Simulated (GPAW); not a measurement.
MnS:

```
Mn S
1.0
     0.00000    2.60450    2.60450
     2.60450    0.00000    2.60450
     2.60450    2.60450    0.00000
Mn S
1 1
Direct
  0.00000 0.00000 0.00000
  0.50000 0.50000 0.50000
```

Base run:

```yaml
Program: GPAW 26.7.0
Functional: PBE
Potentials_or_basis: GPAW PAW data sets (gpaw-data 1.2.1)
Cutoff: 600 eV
Basis: pw
k_mesh: 7 × 7 × 7
Occupations: fermi-dirac, width 0.05 eV
Spin: collinear spin, ferromagnetic start
Starting_moments: "[4.0, 0.0] μB"
```

Its results: pressure -3.3 GPa; net moment 4.67 μB per cell; site moments Mn +4.14; S +0.10 μB.

Problem. The run is repeated on the same cell with these changes: potentials or basis from GPAW PAW data sets (gpaw-data 1.2.1) to GPAW PAW data sets (gpaw-data 1.2.1), newer versions; band points from 60 to 100. What comes out?

Solution. Pressure -4.1 GPa; net moment 4.70 μB per cell; site moments Mn +4.02; S +0.10 μB.

Caveats: a cell with one magnetic atom can't hold antiferromagnetic order, which such compounds often take.
